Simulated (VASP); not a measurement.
# Gap of BaTiO3, level by level, part 3 of 3

Aim: the band gap of BaTiO3 at many levels of theory on one cell, with the cost of each. Left out of this account: 1 further run (bands with TB-mBJ + SOC: it diverged and was aborted). The start is a cell from a database of measured crystal structures.

VASP 6.6.1, plane waves and PAW; the level of theory is named at each step.

So far, least gap on mesh and path (eV): step 2 (bands, level LDA, k 4×4×4) 1.69; step 8 (bands, level SCAN, k 4×4×4) 2.19; step 10 (bands, level HSE06, k 4×4×4) 3.24; step 12 (bands, level r2SCAN-EpsX, k 4×4×4) 3.54; step 13 (bands, level PBE-EpsX, k 4×4×4) 3.17.

### Step 14. Bands with PBE + SOC

This step: PBE, spin-orbit coupling; plane waves and PAW (Ba_sv, Ti_sv, O) (VASP 6.6.1).

Spin-orbit coupling needs spinors and the noncollinear program, where each band holds one electron.

INCAR

```
SYSTEM = BaTiO3
PREC = Accurate
ENCUT = 520
EDIFF = 1E-06
NELM = 100
ISMEAR = 0
SIGMA = 0.02
LREAL = .FALSE.
ALGO = Normal
GGA = PE
LNONCOLLINEAR = .TRUE.
MAGMOM = 0 0 0 0 0 0 0 0 0 0 0 0 0 0 0
NBANDS = 52
GGA_COMPAT = .FALSE.
LASPH = .TRUE.
LSORBIT = .TRUE.
LMAXMIX = 4
LORBIT = 11
LWAVE = .FALSE.
LCHARG = .FALSE.
KPAR = 8
```

POSCAR

```
BaTiO3
1.0
    3.9904800000      0.0000000000      0.0000000000
    0.0000000000      3.9904800000      0.0000000000
    0.0000000000      0.0000000000      4.0230300000
Ba Ti O
1 1 3
Direct
    0.0000000000      0.0000000000      0.0000000000
    0.5000000000      0.5000000000      0.5220000000
    0.5000000000      0.5000000000      0.9790000000
    0.5000000000      0.0000000000      0.4880000000
    0.0000000000      0.5000000000      0.4880000000
```

KPOINTS

```
Automatic mesh
0
Gamma
5 5 5
0 0 0
```

KPOINTS_OPT

```
Line mode
16
Line-mode
Reciprocal
  0.00000000   0.00000000   0.00000000 GAMMA
  0.00000000   0.50000000   0.00000000 X

  0.00000000   0.50000000   0.00000000 X
  0.50000000   0.50000000   0.00000000 M

  0.50000000   0.50000000   0.00000000 M
  0.00000000   0.00000000   0.00000000 GAMMA

  0.00000000   0.00000000   0.00000000 GAMMA
  0.00000000   0.00000000   0.50000000 Z

  0.00000000   0.00000000   0.50000000 Z
  0.00000000   0.50000000   0.50000000 R

  0.00000000   0.50000000   0.50000000 R
  0.50000000   0.50000000   0.50000000 A

  0.50000000   0.50000000   0.50000000 A
  0.00000000   0.00000000   0.50000000 Z

  0.00000000   0.50000000   0.00000000 X
  0.00000000   0.50000000   0.50000000 R

  0.50000000   0.50000000   0.00000000 M
  0.50000000   0.50000000   0.50000000 A
```

The projector-augmented-wave data sets are Ba_sv, Ti_sv and O (PBE family, release 64).

On the command line:

```
mpirun -np 8 vasp_ncl
```

Run time: 61 s. Hardware: 8 MPI ranks of Intel Xeon 6975P-C (Granite Rapids), shared host; peak memory 3.7 GiB.

Electronic bands along the path, in eV, zero at the valence-band top; v1 is the highest filled band, c1 the lowest empty one:

| point | v4 | v3 | v2 | v1 | c1 | c2 | c3 | c4 |
| --- | --- | --- | --- | --- | --- | --- | --- | --- |
| Γ | -0.37 | -0.37 | -0.34 | -0.34 | 1.79 | 1.79 | 2.16 | 2.16 |
| 0.47 of the way | -0.80 | -0.78 | -0.65 | -0.62 | 2.21 | 2.22 | 2.66 | 2.67 |
| X | -1.14 | -1.14 | -0.98 | -0.98 | 2.30 | 2.30 | 3.52 | 3.52 |
| 0.47 of the way | -1.12 | -1.09 | -0.58 | -0.58 | 2.77 | 2.79 | 3.58 | 3.60 |
| M | -1.02 | -1.02 | -0.09 | -0.09 | 3.60 | 3.60 | 3.62 | 3.62 |
| 0.47 of the way | -1.02 | -1.01 | -0.50 | -0.49 | 2.77 | 2.80 | 3.00 | 3.01 |
| Γ | -0.37 | -0.37 | -0.34 | -0.34 | 1.79 | 1.79 | 2.16 | 2.16 |
| 0.47 of the way | -0.57 | -0.57 | -0.51 | -0.51 | 1.86 | 1.86 | 2.85 | 2.85 |
| Z | -0.74 | -0.74 | -0.70 | -0.70 | 1.96 | 1.96 | 3.62 | 3.62 |
| 0.53 of the way | -1.13 | -1.10 | -0.62 | -0.62 | 2.90 | 2.90 | 3.63 | 3.63 |
| R | -0.85 | -0.85 | -0.27 | -0.27 | 3.55 | 3.55 | 3.64 | 3.64 |
| 0.47 of the way | -0.58 | -0.58 | -0.23 | -0.23 | 3.80 | 3.81 | 3.83 | 3.83 |
| A | -0.17 | -0.17 | 0.00 | 0.00 | 4.19 | 4.19 | 4.20 | 4.20 |
| 0.47 of the way | -0.69 | -0.69 | -0.59 | -0.59 | 3.41 | 3.41 | 3.78 | 3.78 |
| Z | -0.74 | -0.74 | -0.70 | -0.70 | 1.96 | 1.96 | 3.62 | 3.62 |
| jump to X | -1.14 | -1.14 | -0.98 | -0.98 | 2.30 | 2.30 | 3.52 | 3.52 |
| 0.47 of the way | -1.24 | -1.24 | -0.71 | -0.71 | 2.93 | 2.93 | 3.53 | 3.53 |
| R | -0.85 | -0.85 | -0.27 | -0.27 | 3.55 | 3.55 | 3.64 | 3.64 |
| jump to M | -1.02 | -1.02 | -0.09 | -0.09 | 3.60 | 3.60 | 3.62 | 3.62 |
| 0.47 of the way | -0.76 | -0.76 | -0.05 | -0.05 | 3.85 | 3.85 | 3.86 | 3.86 |
| A | -0.17 | -0.17 | 0.00 | 0.00 | 4.19 | 4.19 | 4.20 | 4.20 |

The largest weight of each band there:

| point | v4 | v3 | v2 | v1 | c1 | c2 | c3 | c4 |
| --- | --- | --- | --- | --- | --- | --- | --- | --- |
| Γ | O 0.88 | O 0.88 | O 0.89 | O 0.89 | Ti 0.96 | Ti 0.96 | Ti 0.86 | Ti 0.86 |
| X | O 0.84 | O 0.84 | O 0.88 | O 0.88 | Ti 0.92 | Ti 0.92 | Ti 0.81 | Ti 0.81 |
| M | O 0.87 | O 0.87 | O 0.97 | O 0.97 | Ti 0.82 | Ti 0.82 | Ti 0.82 | Ti 0.82 |
| Γ | O 0.88 | O 0.88 | O 0.89 | O 0.89 | Ti 0.96 | Ti 0.96 | Ti 0.86 | Ti 0.86 |
| Z | O 0.93 | O 0.93 | O 0.93 | O 0.93 | Ti 1.00 | Ti 1.00 | Ti 0.81 | Ti 0.81 |
| R | O 0.87 | O 0.87 | O 0.97 | O 0.97 | Ti 0.82 | Ti 0.82 | Ti 0.82 | Ti 0.82 |

The gap is 1.79 eV, indirect, from A to Γ. That is the gap of PBE again, on another mesh; this run took 3.7 times the core time.

### Step 15. The ladder as a table

This step: ladder of functionals on one cell; plane waves and PAW (VASP 6.6.1).

This step runs nothing: it gathers the runs above.

A gap of 0 means none; cost is the wall time of each run, as given at its step, times its ranks, without the set-up around it. Results by level, by row:

| level | gap (eV) | least direct gap (eV) | pressure (GPa) | cost (core minutes) |
| --- | --- | --- | --- | --- |
| LDA | 1.694 | 2.075 | -4.89 | 2.03 |
| PBEsol | 1.743 | 2.127 | -0.46 | 2.19 |
| PBE | 1.79 | 2.171 | 5.81 | 2.19 |
| r2SCAN | 2.188 | 2.575 | 2.83 | 6.8 |
| BLYP | 1.813 | 2.185 | 11.63 | 3.07 |
| SCAN | 2.188 | 2.579 | 2.03 | 7.2 |
| HSE06 | 3.244 | 3.603 | - | 40.9 |
| r2SCAN-EpsX | 3.535 | 3.901 | - | 40.4 |
| PBE-EpsX | 3.17 | 3.535 | - | 37.1 |
| PBE + SOC | 1.794 | 2.13 | 5.81 | 8.13 |

### Step 16. Summary of results

```yaml
gap_lda: 1.69 eV
gap_pbesol: 1.74 eV
gap_pbe: 1.79 eV
gap_r2scan: 2.19 eV
gap_blyp: 1.81 eV
gap_scan: 2.19 eV
gap_hse06: 3.24 eV
gap_r2scan_epsx: 3.54 eV
gap_pbe_epsx: 3.17 eV
gap_pbe_soc: 1.79 eV
```

In words: For BaTiO3, without spin-orbit coupling, the functional decides between a gap of 1.69 eV (LDA) and 3.54 eV (r2SCAN-EpsX), while across these levels the cost spans a factor of 20. HSE06 moves the gap by +1.45 eV from PBE, at about 19 times the core time, though on fewer points of the path. On r2SCAN the gap grows with the share of exact exchange: 2.19 eV at none, 3.54 eV at 0.16. Spin-orbit coupling changes the PBE gap by +0.00 eV (the two runs use different meshes). Adding the spin-orbit shift of PBE (+0.00 eV) to levels run without it gives estimates of 3.25 eV for HSE06, 3.54 eV for r2SCAN-EpsX and 3.17 eV for PBE-EpsX; the shift need not carry over unchanged. All levels use one geometry, and one mesh but for spin-orbit runs, kept coarse to afford the hybrids, so no gap here is fully converged. Costs come from a shared host, and the hybrids use PRECFOCK = Fast. Not obtained: TB-mBJ, because the run did not converge. These are single-particle gaps of a static lattice, without excitons or temperature.

[Lines on the potential files, build, host, timing and source positions are cut from VASP's logs without a mark.]

[Logs are printed without paths, hosts, clocks, repeated set-up lines and the standing remarks that a program may print on its own settings, such as how far it seeks lower states.]

[Hosts, paths, dates, database ids (printed as entryN), source tags and the programs' standing remarks are cut or masked in the printed files.]

[Measured values are set beside computed ones only where the two were judged alike; some that the calculation misses by far are left out.]

[In band tables of VASP the shares of atoms and orbitals are scaled to a sum of 1 inside the atoms' spheres.]
